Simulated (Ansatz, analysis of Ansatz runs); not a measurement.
**TiO2 (Pbcn), nudged elastic band: V_O hop (2.6 Å) (q = +2)**

Wanted: path and barrier of a jump of O in TiO2 (Pbcn) at charge +2. The case: V_O hop (2.6 Å), in a cell of 48 host atoms with 1 O taken out.

Method: plane-wave PAW DFT, PBEsol; nudged elastic band between two relaxed defect structures at fixed charge in a uniform background, in Ansatz 0.2.0.

The raw output is cut from this account; settings, times and results stay.

### 1. Set-up

The cell holds 47 atoms: 16 Ti and 31 O. Cell: a = 8.637 Å, b = 8.637 Å, c = 8.637 Å, α = 116.6°, β = 101.0°, γ = 111.2°. It derives from TiO2 (space group Pbcn). Nearest the centre at fractional (0.500, 0.500, 0.500): O33 at 1.29 Å, Ti9 at 1.55 Å, Ti4 at 1.55 Å, O17 at 2.38 Å, O47 at 2.38 Å, O36 at 2.47 Å, O28 at 2.47 Å, O44 at 3.09 Å. The cell carries charge +2.

The cell's shortest repeat is 8.6 Å.

### 2. Relaxation of the start point, charge +2

A barrier is counted from a minimum, so both ends are relaxed first. Small random displacements break the symmetry of the ideal sites, so that the defect can distort if it gains by it. The charge of +2 is set by the electron count, and a uniform background keeps the cell neutral.

File qp2_c48k1s.start/input.yaml:

```yaml
crystal:
  lattice:
    - [-4.53778301, 5.49491103, 4.87894185]
    - [4.53778301, -5.49491103, 4.87894185]
    - [4.53778301, 5.49491103, -4.87894185]
  atoms:
    - { symbol: Ti, position: [0.21256284, 0.125, 0.58756284] }
    - { symbol: Ti, position: [0.21256284, 0.625, 0.08756284] }
    - { symbol: Ti, position: [0.71256284, 0.125, 0.08756284] }
    - { symbol: Ti, position: [0.71256284, 0.625, 0.58756284] }
    - { symbol: Ti, position: [0.03743716, 0.125, 0.91243716] }
    - { symbol: Ti, position: [0.03743716, 0.625, 0.41243716] }
    - { symbol: Ti, position: [0.53743716, 0.125, 0.41243716] }
    - { symbol: Ti, position: [0.53743716, 0.625, 0.91243716] }
[... 35 atom lines left out ...]
    - { symbol: O, position: [0.1502891, 0.09518025, 0.32667481] }
    - { symbol: O, position: [0.1502891, 0.59518025, 0.82667481] }
    - { symbol: O, position: [0.6502891, 0.09518025, 0.82667481] }
    - { symbol: O, position: [0.6502891, 0.59518025, 0.32667481] }
total_charge: 2
basis:
  ecutwfc: 420
  xc_grid: 2
hamiltonian:
  xc: pbesol
kpoints:
  mp_grid: { grid: [1, 1, 1], shift: [0.25, 0.25, 0.25] }
scf:
  occupations: { method: fixed }
  max_iter: 150
output:
  forces: true
relax:
  f_tol: 0.02
  max_steps: 70
  random_displacement: { amplitude: 0.03, seed: 259 }
```

Launch:

```
$ ansatz run input.yaml --threads 8 --pin off --max-ram 14131MiB --backend cpu --events-out ev --progress --plain --runs-dir out
```

Run time: 18 s. Hardware: 8 threads of Arm Neoverse V2, shared host; peak memory 0.93 GiB.

Relaxation path:

```csv
step,energy less that of the first step (eV),largest force component (eV/Å)
1,0.0000,4.3117
2,-2.1683,1.7887
3,-2.9031,0.7475
4,-3.0017,0.3486
5,-3.0115,0.0707
6,-3.0127,0.0205
7,-3.0128,0.0024
```

The atoms that moved most (Å, from the sites as typed, ahead of the random displacement, the mean shift of all atoms taken out):

```csv
atom,dx,dy,dz,length
Ti7,-0.252,0.306,-0.184,0.437
Ti4,0.179,-0.032,0.240,0.301
Ti9,0.106,-0.149,-0.127,0.222
Ti12,-0.084,0.051,0.141,0.172
Ti5,0.094,0.103,0.091,0.167
Ti14,0.021,0.057,-0.153,0.165
O17,-0.107,-0.028,0.101,0.150
O43,-0.091,0.064,-0.091,0.144
```

Neighbours of O33 at the end:

```csv
atom,distance (Å)
Ti14,1.912
Ti9,1.956
Ti4,2.028
O17,2.587
O47,2.598
O28,2.687
O36,2.708
O26,2.802
O43,2.810
```

This step gave:

```yaml
free_energy: -57057.0153 eV
r_m_s_move_of_the_farther_half_of_the_atoms: 0.05534 Å
largest_move_from_the_ideal_geometry_of_this_structure_a_common_shift_of_the_far_atoms_taken_out: 0.4309 Å
```

The relaxation gained 3.013 eV and ended with a largest force component of 0.0024 eV/Å.

### 3. Relaxation of the end point, charge +2

The end point is relaxed in the same cell and settings, so that the two energies compare. Atoms more than 3.2 Å from the middle of the hop start where the first relaxation left them, the nearer ones on or close to their ideal places, with small random displacements.

File qp2_c48k1s.end/input.yaml:

```yaml
crystal:
  lattice:
    - [-4.53778301, 5.49491103, 4.87894185]
    - [4.53778301, -5.49491103, 4.87894185]
    - [4.53778301, 5.49491103, -4.87894185]
  atoms:
    - { symbol: Ti, position: [0.22250297, 0.13041551, 0.58991363] }
    - { symbol: Ti, position: [0.21179474, 0.62087844, 0.08638698] }
[... 1 atom line left out ...]
    - { symbol: Ti, position: [0.71256284, 0.625, 0.58756284] }
[... 2 atom lines left out ...]
    - { symbol: Ti, position: [0.53743716, 0.125, 0.41243716] }
    - { symbol: Ti, position: [0.53743716, 0.625, 0.91243716] }
    - { symbol: Ti, position: [0.28743716, 0.375, 0.41243716] }
[... 3 atom lines left out ...]
    - { symbol: Ti, position: [0.46256284, 0.375, 0.08756284] }
[... 3 atom lines left out ...]
    - { symbol: O, position: [0.3497109, 0.40481975, 0.67332519] }
[... 2 atom lines left out ...]
    - { symbol: O, position: [0.8497109, 0.90481975, 0.67332519] }
[... 7 atom lines left out ...]
    - { symbol: O, position: [0.73149455, 0.67638571, 0.82667481] }
[... 4 atom lines left out ...]
    - { symbol: O, position: [0.518462, 0.34505, 0.444863] }
[... 2 atom lines left out ...]
    - { symbol: O, position: [0.26850545, 0.32361429, 0.17332519] }
[... 7 atom lines left out ...]
    - { symbol: O, position: [0.1502891, 0.09518025, 0.32667481] }
[... 2 atom lines left out ...]
    - { symbol: O, position: [0.6502891, 0.59518025, 0.32667481] }
total_charge: 2
basis:
  ecutwfc: 420
  xc_grid: 2
hamiltonian:
  xc: pbesol
kpoints:
  mp_grid: { grid: [1, 1, 1], shift: [0.25, 0.25, 0.25] }
scf:
  occupations: { method: fixed }
  max_iter: 150
output:
  forces: true
relax:
  f_tol: 0.02
  max_steps: 70
  random_displacement: { amplitude: 0.01, seed: 259 }
```

It took 16 s on 8 threads; peak memory 0.93 GiB; 1.8 min of CPU time.

Relaxation path:

```csv
step,energy less that of the first step (eV),largest force component (eV/Å)
1,0.0000,4.4490
2,-2.0010,1.6932
3,-2.7865,0.4654
4,-2.8683,0.2045
5,-2.8758,0.0548
6,-2.8767,0.0094
```

The atoms that moved most (Å, from the sites as typed, ahead of the random displacement, the mean shift of all atoms taken out):

```csv
atom,dx,dy,dz,length
Ti14,0.247,-0.304,0.183,0.432
Ti9,-0.184,0.034,-0.242,0.306
Ti1,0.089,-0.086,-0.206,0.241
Ti12,0.088,-0.086,-0.206,0.241
Ti4,-0.111,0.152,0.125,0.226
O21,0.135,-0.108,0.121,0.211
O43,0.135,-0.107,0.120,0.210
Ti5,-0.051,-0.104,-0.116,0.165
```

Neighbours of O33 at the end:

```csv
atom,distance (Å)
Ti7,1.912
Ti4,1.956
Ti9,2.029
O47,2.586
O17,2.599
O36,2.687
O28,2.707
O38,2.803
O21,2.810
```

Numbers from this step:

| Quantity | Value |
| --- | --- |
| free energy | -57057.0152 eV |
| r.m.s. move of the farther half of the atoms | 0.05696 Å |
| largest move from the ideal geometry of this structure, a common shift of the far atoms taken out | 0.4352 Å |

The relaxation gained 2.877 eV and ended with a largest force component of 0.0094 eV/Å. The end lies within 1 meV of the start.

### 4. Nudged elastic band, charge +2

3 movable images are laid between the ends on a pair-potential path, which keeps atoms from colliding in the first guess. Each image feels the true force across the path and a spring force along it. The highest image is set to climb to the top of the path.

This step: plane-wave PAW DFT, PBEsol; nudged elastic band between two relaxed defect structures at fixed charge in a uniform background.

File qp2_c48k1s.neb/input.yaml:

```yaml
crystal:
  lattice:
    - [-4.53778301, 5.49491103, 4.87894185]
    - [4.53778301, -5.49491103, 4.87894185]
    - [4.53778301, 5.49491103, -4.87894185]
  atoms:
    - { symbol: Ti, position: [0.22258065, 0.13147092, 0.59069343] }
    - { symbol: Ti, position: [0.21187243, 0.62193385, 0.08716678] }
    - { symbol: Ti, position: [0.7119552, 0.12349317, 0.08663662] }
    - { symbol: Ti, position: [0.73491977, 0.66927059, 0.60511352] }
    - { symbol: Ti, position: [0.05692796, 0.14463357, 0.93288914] }
    - { symbol: Ti, position: [0.03095989, 0.62268524, 0.40878434] }
    - { symbol: Ti, position: [0.54711891, 0.07834359, 0.41331717] }
    - { symbol: Ti, position: [0.53971374, 0.62639682, 0.91090886] }
    - { symbol: Ti, position: [0.26164429, 0.37363905, 0.41131834] }
    - { symbol: Ti, position: [0.29033732, 0.87836253, 0.92117247] }
    - { symbol: Ti, position: [0.78588186, 0.37357038, 0.91486969] }
    - { symbol: Ti, position: [0.80726553, 0.88019492, 0.408611] }
    - { symbol: Ti, position: [0.47055391, 0.38125694, 0.09076131] }
    - { symbol: Ti, position: [0.45276402, 0.86158014, 0.59584146] }
    - { symbol: Ti, position: [0.95343959, 0.38027759, 0.59508465] }
    - { symbol: Ti, position: [0.96534499, 0.87323469, 0.08355237] }
    - { symbol: O, position: [0.35823795, 0.4032879, 0.6597211] }
    - { symbol: O, position: [0.34807593, 0.90127709, 0.17240891] }
    - { symbol: O, position: [0.84483768, 0.40388839, 0.17083776] }
    - { symbol: O, position: [0.86053705, 0.92256662, 0.68194235] }
    - { symbol: O, position: [0.40137627, 0.06606015, 0.55469377] }
    - { symbol: O, position: [0.40105057, 0.57346841, 0.05208834] }
    - { symbol: O, position: [0.9060396, 0.08135292, 0.06103205] }
    - { symbol: O, position: [0.89543966, 0.57382873, 0.55542823] }
    - { symbol: O, position: [0.23557174, 0.1806691, 0.8272706] }
    - { symbol: O, position: [0.22905581, 0.67005823, 0.32853736] }
    - { symbol: O, position: [0.72054678, 0.17408, 0.32582466] }
    - { symbol: O, position: [0.73401371, 0.67977742, 0.82636045] }
    - { symbol: O, position: [0.01710777, 0.34558647, 0.9443374] }
    - { symbol: O, position: [0.02135101, 0.85009783, 0.44355806] }
    - { symbol: O, position: [0.51862268, 0.84446004, 0.94208676] }
    - { symbol: O, position: [0.48054233, 0.15669095, 0.05906294] }
    - { symbol: O, position: [0.48276561, 0.63855858, 0.55066944] }
    - { symbol: O, position: [0.98248273, 0.15878357, 0.55297841] }
    - { symbol: O, position: [0.9794381, 0.65279303, 0.05430095] }
    - { symbol: O, position: [0.2766591, 0.3268607, 0.17917902] }
    - { symbol: O, position: [0.26420391, 0.81852693, 0.67381579] }
    - { symbol: O, position: [0.75591912, 0.31982905, 0.6678016] }
    - { symbol: O, position: [0.76830017, 0.82445079, 0.16948809] }
    - { symbol: O, position: [0.0831758, 0.42321365, 0.4403235] }
    - { symbol: O, position: [0.09956626, 0.9263725, 0.94386289] }
    - { symbol: O, position: [0.60004932, 0.42762954, 0.94314344] }
    - { symbol: O, position: [0.59689831, 0.90696215, 0.44144341] }
    - { symbol: O, position: [0.15911887, 0.09975338, 0.32599235] }
    - { symbol: O, position: [0.14824336, 0.59390045, 0.82655691] }
    - { symbol: O, position: [0.64725484, 0.09090067, 0.82542503] }
    - { symbol: O, position: [0.65678591, 0.59730241, 0.33390073] }
total_charge: 2
basis:
  ecutwfc: 420
  xc_grid: 2
hamiltonian:
  xc: pbesol
kpoints:
  mp_grid: { grid: [1, 1, 1], shift: [0.25, 0.25, 0.25] }
scf:
  occupations: { method: fixed }
  max_iter: 150
output:
  forces: true
neb:
  images: 3
  f_tol: 0.04
  climbing: true
  initial_path: idpp
  max_iterations: 45
  order_check: false
  final_atoms:
    - { symbol: Ti, position: [0.1926089, 0.12212992, 0.5929414] }
    - { symbol: Ti, position: [0.21402626, 0.62876687, 0.08669804] }
[... 1 atom line left out ...]
    - { symbol: Ti, position: [0.73827422, 0.62863013, 0.5902234] }
[... 3 atom lines left out ...]
    - { symbol: Ti, position: [0.52927352, 0.62098181, 0.91074955] }
    - { symbol: Ti, position: [0.26487904, 0.33295209, 0.39630233] }
[... 3 atom lines left out ...]
    - { symbol: Ti, position: [0.4601811, 0.37582122, 0.09058435] }
    - { symbol: Ti, position: [0.45273454, 0.92391274, 0.5881443] }
[... 2 atom lines left out ...]
    - { symbol: O, position: [0.34302929, 0.40499908, 0.66760086] }
[... 6 atom lines left out ...]
    - { symbol: O, position: [0.91669813, 0.5789859, 0.56117486] }
[... 3 atom lines left out ...]
    - { symbol: O, position: [0.72318925, 0.67537987, 0.82235679] }
[... 4 atom lines left out ...]
    - { symbol: O, position: [0.51712356, 0.36380546, 0.4508638] }
[... 2 atom lines left out ...]
    - { symbol: O, position: [0.26586295, 0.32249564, 0.17510731] }
[... 7 atom lines left out ...]
    - { symbol: O, position: [0.13936869, 0.07964708, 0.31953822] }
[... 2 atom lines left out ...]
    - { symbol: O, position: [0.6416475, 0.59896559, 0.34182252] }
```

Wall time 92 s (8 threads); peak memory 2.2 GiB; 9.2 min of CPU time.

The path, image by image:

```csv
image,path (Å),energy (eV),"O33: x, y, z (Å)"
0,0.000,0.0000,"3.206, 2.170, 2.784"
1,0.714,0.5766,"2.795, 2.420, 2.641"
2,1.427,0.8598,"2.276, 2.743, 2.438"
3,2.139,0.5758,"1.760, 3.068, 2.238"
4,2.851,0.0000,"1.350, 3.320, 2.098"
```

This step gave:

* free energy: -57056.1555 eV
* barrier forward: 0.8598 eV
* barrier backward: 0.8598 eV
* end less start: 3.55e-5 eV
* hop length: 2.288 Å

Track of the atom that was set to move:

```csv
image,x (Å),y (Å),z (Å),nearest neighbour,distance (Å)
0,3.206,2.17,2.784,Ti,1.912
1,2.795,2.42,2.641,Ti,1.816
2,2.276,2.743,2.438,Ti,1.79
3,1.76,3.068,2.238,Ti,1.817
4,1.35,3.32,2.098,Ti,1.912
```

The band met its tolerance of 0.04 eV/Å after 8 iterations, with image 2 on top (the start counts as 0). O33, which moves farthest between the ends, has 3 Ti at 1.91 to 2.03 Å nearest at the start and 2 Ti at 1.79 Å at the top.

### 5. Single point at the top of the path, PBEsol

A single point at the top of the band gives the levels near the gap and the populations there.

This step: plane-wave PAW DFT, PBEsol; single point of a defect supercell on a structure of the PBEsol path.

File qp2_c48k1s.top.probe/input.yaml:

```yaml
crystal:
  lattice:
    - [-4.53778301, 5.49491103, 4.87894185]
    - [4.53778301, -5.49491103, 4.87894185]
    - [4.53778301, 5.49491103, -4.87894185]
  atoms:
    - { symbol: Ti, position: [0.20418543, 0.13724186, 0.59527706] }
    - { symbol: Ti, position: [0.21389208, 0.62277105, 0.0889354] }
[... 1 atom line left out ...]
    - { symbol: Ti, position: [0.74421584, 0.65403721, 0.61153256] }
[... 3 atom lines left out ...]
    - { symbol: Ti, position: [0.53358611, 0.62346834, 0.91012553] }
    - { symbol: Ti, position: [0.25489592, 0.34769766, 0.38912397] }
[... 3 atom lines left out ...]
    - { symbol: Ti, position: [0.46641208, 0.37885537, 0.09102443] }
[... 3 atom lines left out ...]
    - { symbol: O, position: [0.33776667, 0.4048552, 0.67588672] }
[... 2 atom lines left out ...]
    - { symbol: O, position: [0.84329631, 0.91293566, 0.67786328] }
[... 3 atom lines left out ...]
    - { symbol: O, position: [0.90327191, 0.56795201, 0.55230565] }
[... 3 atom lines left out ...]
    - { symbol: O, position: [0.73633089, 0.68177587, 0.83754013] }
[... 4 atom lines left out ...]
    - { symbol: O, position: [0.49951148, 0.5006913, 0.50043254] }
[... 2 atom lines left out ...]
    - { symbol: O, position: [0.26367178, 0.32067615, 0.16378254] }
[... 7 atom lines left out ...]
    - { symbol: O, position: [0.15645885, 0.08925743, 0.32381934] }
[... 2 atom lines left out ...]
    - { symbol: O, position: [0.66189472, 0.59739722, 0.32572962] }
total_charge: 2
basis:
  ecutwfc: 420
  xc_grid: 2
hamiltonian:
  xc: pbesol
kpoints:
  mp_grid: { grid: [1, 1, 1], shift: [0.25, 0.25, 0.25] }
scf:
  occupations: { method: fixed }
  max_iter: 150
output:
  forces: true
  eigenvalues: true
  eigenstates: { localisation: true }
  populations: true
  write_density: true
  write_potential: true
  volumetric_format: npy
  elf: true
checkpoint:
  write: "../qp2_c48k1s.top.probe.run"
  compress: false
  write_wavefunctions: false
  write_every: 100000
```

Wall time 5.5 s (8 threads); peak memory 0.99 GiB.

Read from the output:

```
free energy : -57056.1555 eV
```

From eigenstates.tsv, first k-point; energies on the run's zero. The participation number counts the atoms that a state is spread over, of 47; bands count from 0.

```csv
spin,band,energy (eV),occupation,participation,largest share on,share
both,182,8.390,2.00,24.1,O28,0.08
both,183,8.407,2.00,21.6,O32,0.10
both,184,8.433,2.00,22.4,O42,0.10
both,185,8.459,2.00,19.5,O45,0.12
both,186,8.538,2.00,23.8,O24,0.09
both,187,8.829,2.00,5.0,O33,0.41
both,188,11.529,0.00,8.3,Ti7,0.22
both,189,11.594,0.00,13.4,Ti14,0.13
both,190,11.695,0.00,18.4,Ti2,0.09
both,191,11.714,0.00,18.8,Ti12,0.10
both,192,11.733,0.00,19.1,Ti1,0.10
```

Under PBEsol at one point at (¼, ¼, ¼), the highest filled state is spread over 5 of 47 atoms, and the lowest empty one, 2.70 eV above it, is spread over 8 of 47 atoms.

[end of part 1 of 2]

[Long decimals in the printed logs are rounded to 6 places.]

[Repeated set-up lines and some long k-point lines are left out of the logs, and relaxed atomic positions are cut to six decimals.]

[Logs are printed without paths, hosts, clocks, repeated set-up lines and the standing remarks that a program may print on its own settings, such as how far it seeks lower states.]

[Hosts, paths, dates, database ids (printed as entryN), source tags and the programs' standing remarks are cut or masked in the printed files.]
